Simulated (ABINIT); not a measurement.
# TiSi2 (Immm) in ABINIT: further runs, part 2 of 2

ABINIT 10.8.3 (patched build).

### 3 Single point, PBEsol

Input file run.abi:

```
# Pseudopotentials
pp_dirpath "./"
pseudos "Ti.upf, Si.upf"

# Structure
acell 9.0317016663 9.0317016663 9.0317016663
rprim
    -0.3081727895     0.3582333551     0.8813049388
     0.3081727895    -0.3582333551     0.8813049388
     0.3081727895     0.3582333551    -0.8813049388
ntypat 2
znucl 22 14
natom 3
typat 1 2 2
xcart
     0.0000000000     0.0000000000     0.0000000000
     0.0000000000     0.0000000000    10.6672173114
     0.0000000000     0.0000000000     5.2521492570
chkprim 0
chksymtnons 0
tolsym 1.0e-6

# Plane-wave basis
ecut 38.0

# k points
kptopt 1
ngkpt 9 9 9
nshiftk 1
shiftk 0.0 0.0 0.0

# Exchange and correlation
ixc -116133

# Bands and occupations
nband 14
occopt 3
tsmear 0.05 eV

# SCF cycle
nstep 100
tolvrs 1.0e-10

# Output
iomode 3
prtwf 0
prtden 0
prteig 0
prtebands 0
enunit 1
```

Potentials or basis: PseudoDojo NC SR PBEsol v0.4.1 standard.

Launch:

```console
mpirun --bind-to none -np 4 abinit run.abi > log 2>&1
```

run.abo:

```text
.Version 10.8.3 of ABINIT
 Symmetries : space group Im m m (# 71); Bravais oI (body-center ortho.)
================================================================================
 Values of the parameters that define the memory need of the present run
     intxc =       0    ionmov =       0      iscf =       7    lmnmax =       6
     lnmax =       6     mgfft =      54  mpssoang =       3    mqgrid =    3001
     natom =       3  nloc_mem =       1    nspden =       1   nspinor =       1
    nsppol =       1      nsym =       8    n1xccc =    2501    ntypat =       2
    occopt =       3   xclevel =       2
       mpw =        3247          nfft =      157464          nkpt =         125
================================================================================
================================================================================

--------------------------------------------------------------------------------
------------- Echo of variables that govern the present computation ------------
--------------------------------------------------------------------------------
 -outvars: echo values of preprocessed input variables --------
            acell      9.0317016663E+00  9.0317016663E+00  9.0317016663E+00 Bohr
              amu      4.78800000E+01  2.80855000E+01
          chkprim           0
      chksymtnons           0
             ecut      3.80000000E+01 Hartree
           enunit           1
                       outvar_i_n : Printing only first  50 k-points.
              ixc     -116133
                       outvar_i_n : Printing only first  50 k-points.
         kptrlatt        9    0    0      0    9    0      0    0    9
          kptrlen      5.00998445E+01
            natom           3
            nband          14
            ngfft          54      54      54
             nkpt         125
            nstep         100
             nsym           8
           ntypat           2
                       prtocc : prtvol=0, do not print more k-points.
           occopt           3
           prtden           0
        prtebands           0
           prteig           0
            prtwf           0
            rprim     -3.0817278950E-01  3.5823335510E-01  8.8130493880E-01
                       3.0817278950E-01 -3.5823335510E-01  8.8130493880E-01
                       3.0817278950E-01  3.5823335510E-01 -8.8130493880E-01
          spgroup          71
           tolsym      1.00000000E-06
           tolvrs      1.00000000E-10
[... 137 lines left out ...]
    1      0.00000000000000     0.00000000000000     0.00000000000000
    2     -0.00000000000000    -0.00000000000000    -0.00117423780010
    3      0.00000000000000     0.00000000000000     0.00117423780010
 frms,max,avg= 5.5354101E-04 1.1742378E-03   0.000E+00  0.000E+00  0.000E+00 h/b

 cartesian forces (eV/Angstrom) at end:
    1      0.00000000000000     0.00000000000000     0.00000000000000
    2     -0.00000000000000    -0.00000000000000    -0.06038173543118
    3      0.00000000000000     0.00000000000000     0.06038173543118
 frms,max,avg= 2.8464223E-02 6.0381735E-02   0.000E+00  0.000E+00  0.000E+00 e/A
 length scales=  9.031701666300  9.031701666300  9.031701666300 bohr
              =  4.779370694238  4.779370694238  4.779370694238 angstroms
 Fermi (or HOMO) energy (eV) =   9.45960   Average Vxc (eV)= -11.68872
 Eigenvalues (   eV  ) for nkpt= 125  k points:
 kpt#   1, nband= 14, wtk=  0.00137, kpt=  0.0000  0.0000  0.0000 (reduced coord)
 -46.55611  -22.99901  -22.97618  -22.72981   -3.10077    4.70663    5.32162    7.30916
   8.82813   10.21236   11.48870   11.86886   12.59135   13.30516
 prteigrs : prtvol=0 or 1, do not print more k-points.

--- !EnergyTerms
iteration_state     : {dtset: 1, }
comment             : Components of total free energy in Hartree
kinetic             :  2.67301460973995E+01
hartree             :  1.62592669097393E+01
xc                  : -1.18495025487723E+01
Ewald energy        : -4.87753052861967E+01
psp_core            :  2.12742514442857E+00
local_psp           : -5.39421199291999E+01
non_local_psp       :  1.63146334383206E+00
internal            : -6.78186262687695E+01
'-kT*entropy'       : -3.75454521699573E-04
total_energy        : -6.78190017232912E+01
total_energy_eV     : -1.84544905070933E+03
band_energy         : -6.15772709474728E+00
...

 Cartesian components of stress tensor (hartree/bohr^3)
  sigma(1 1)=  1.14638511E-04  sigma(3 2)=  0.00000000E+00
  sigma(2 2)=  1.15789790E-04  sigma(3 1)=  0.00000000E+00
  sigma(3 3)=  1.55068606E-04  sigma(2 1)=  0.00000000E+00

-Cartesian components of stress tensor (GPa)         [Pressure= -3.7806E+00 GPa]
- sigma(1 1)=  3.37278145E+00  sigma(3 2)=  0.00000000E+00
- sigma(2 2)=  3.40665322E+00  sigma(3 1)=  0.00000000E+00
- sigma(3 3)=  4.56227589E+00  sigma(2 1)=  0.00000000E+00

== END DATASET(S) ==============================================================
================================================================================

 -outvars: echo values of variables after computation  --------
            acell      9.0317016663E+00  9.0317016663E+00  9.0317016663E+00 Bohr
           etotal     -6.7819001723E+01
            fcart      7.2280144832E-20  7.2280144832E-20  7.2280144832E-20
                      -1.5388378443E-19 -1.9362948783E-19 -1.1742378001E-03
                       8.1603639600E-20  1.2134934300E-19  1.1742378001E-03
            rprim     -3.0817278950E-01  3.5823335510E-01  8.8130493880E-01
                       3.0817278950E-01 -3.5823335510E-01  8.8130493880E-01
                       3.0817278950E-01  3.5823335510E-01 -8.8130493880E-01
           strten      1.1463851141E-04  1.1578978961E-04  1.5506860567E-04
                       0.0000000000E+00  0.0000000000E+00  0.0000000000E+00
           xangst      0.0000000000E+00  0.0000000000E+00  0.0000000000E+00
                       5.6044624141E-18 -1.6539130382E-17  5.6448483012E+00
                       1.7405885536E-17  3.8997767727E-17  2.7793176932E+00
             xred      0.0000000000E+00  0.0000000000E+00  0.0000000000E+00
                       6.7007800000E-01  6.7007800000E-01  0.0000000000E+00
                       3.2992200000E-01  3.2992200000E-01  0.0000000000E+00
 Calculation completed.
```

It took 3.2 min on 4 MPI ranks of AMD EPYC 7R43 (Zen 3), shared host; peak memory 0.48 GiB.

Results:

```yaml
Free_energy: -1845.4491 eV
Pressure: -3.8 GPa
Largest_force: 0.060 eV/Å
Band_gap_on_the_k_mesh: none (metal or under the smearing width)
Valence_electrons_inside_the_program's_atomic_spheres: Ti 9.57; Si 1.72
```

Forces on the atoms (eV/Å):
```
Ti   0.000  0.000  0.000
Si   0.000  0.000 -0.060
Si   0.000  0.000  0.060
```
